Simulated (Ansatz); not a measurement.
# AlN: a trigonal deformation path

One table from this session's results is given with a row withheld; the runs are named, their logs left out.

Method: DFT r2SCAN, scalar-relativistic, plane waves, PAW, in Ansatz 0.2.0.

### The starting structure

Symmetry: F-43m, No. 216, cubic system. The conventional cell has a = 4.368 Å, b = 4.368 Å, c = 4.368 Å, α = 90.00°, β = 90.00°, γ = 90.00°. Al (site symmetry -43m) is surrounded by 4 N at 1.89 Å. N (site symmetry -43m) has 4 Al at 1.89 Å as nearest neighbours.

Coordinates:

```cif
data_structure
_symmetry_space_group_name_H-M 'F-43m'
_symmetry_Int_Tables_number 216
_cell_length_a 4.3680
_cell_length_b 4.3680
_cell_length_c 4.3680
_cell_angle_alpha 90.000
_cell_angle_beta 90.000
_cell_angle_gamma 90.000
_cell_volume 83.34
loop_
_atom_site_label
_atom_site_type_symbol
_atom_site_symmetry_multiplicity
_atom_site_Wyckoff_symbol
_atom_site_fract_x
_atom_site_fract_y
_atom_site_fract_z
_atom_site_occupancy
Al1 Al 4 a 0.00000 0.00000 0.00000 1
N1 N 4 c 0.25000 0.25000 0.25000 1
```

It goes back to an entry of the Materials Project, which need not be the stable form.

The cell is taken as given, not relaxed at this level.

### The reference cell

Reference values: F = -928.4372 eV; pressure 0.26 GPa; largest force 0.000 eV/Å; gap on the mesh 3.94 eV. It was computed beforehand with the settings of the runs below.

The first run:

At fixed volume and fractional coordinates, lengths along (0.577, 0.577, 0.577) are scaled against those across it; ρ is that ratio over its starting value.

File input.yaml:

```yaml
crystal:
  lattice:
    - [-0.9172198195, 1.834439639, 1.834439639]
    - [1.834439639, -0.9172198195, 1.834439639]
    - [1.834439639, 1.834439639, -0.9172198195]
  atoms:
    - { symbol: Al, position: [0.0, 0.0, 0.0] }
    - { symbol: "N", position: [0.75, 0.75, 0.75] }
basis:
  ecutwfc: 500
kpoints:
  mp_grid: { grid: [10, 10, 10] }
hamiltonian:
  xc: r2scan
scf:
  occupations: { method: gaussian, width: 0.05 }
output:
  forces: true
  stress: true
  eigenvalues: true
  write_density: true
  write_potential: true
  elf: true
  volumetric_format: npy
```

Started as:

```sh
ansatz run input.yaml --threads 1 --pin off --max-ram 2560MiB --backend cpu --events-out ev --progress --plain --runs-dir out
```

Steps of the session up to this table: ρ = 0.500; Point ρ = 2.000; ρ = 0.710; Point ρ = 1.410; At ρ = 0.600; Point ρ = 0.850; Point ρ = 1.200; At ρ = 1.700; At ρ = 0.930; Point ρ = 1.080.

One of the session's tables, all rows but one given; the rest of the session is left out.

Collected from the runs (energy zero: the undisturbed cell):

```
    ρ  ΔE (meV/atom)  pressure (GPa)  gap on the mesh (eV)
0.500         7723.3           195.6                  1.07
0.600         3623.9            97.7                  1.68
0.710              ?               ?                     ?
0.850          292.4             8.3                  3.29
0.930           55.6             1.8                  3.66
1.000            0.0             0.3                  3.94
1.080           58.3             1.8                  3.73
1.200          312.9             8.6                  3.18
1.410         1038.0            27.2                  0.09
1.700         2168.4            54.7                  0.00
2.000         3101.4            73.8                  0.00
```

Q: Estimate the row for ρ = 0.710 from the others.

Worked estimate for «ΔE (meV/atom)». A straight line through the neighbours (0.600, 3623.9) and (0.850, 292.4) gives 3623.9 + (292.4 − 3623.9) × (0.710 − 0.600) / (0.850 − 0.600) = 2158.0; a parabola fitted to 4 rows on both sides gives 1254.8.

The run gave: ΔE (meV/atom): 1446.0; pressure (GPa): 40.0; gap on the mesh (eV): 2.61. In «ΔE (meV/atom)» the line misses by +712.0 and the parabola by -191.2.

Where the gap reads zero, the mesh chosen for the insulator is on the coarse side.

Caveats from the session: Spin polarisation is off in the runs that give these values; a magnetic solution could lie lower.
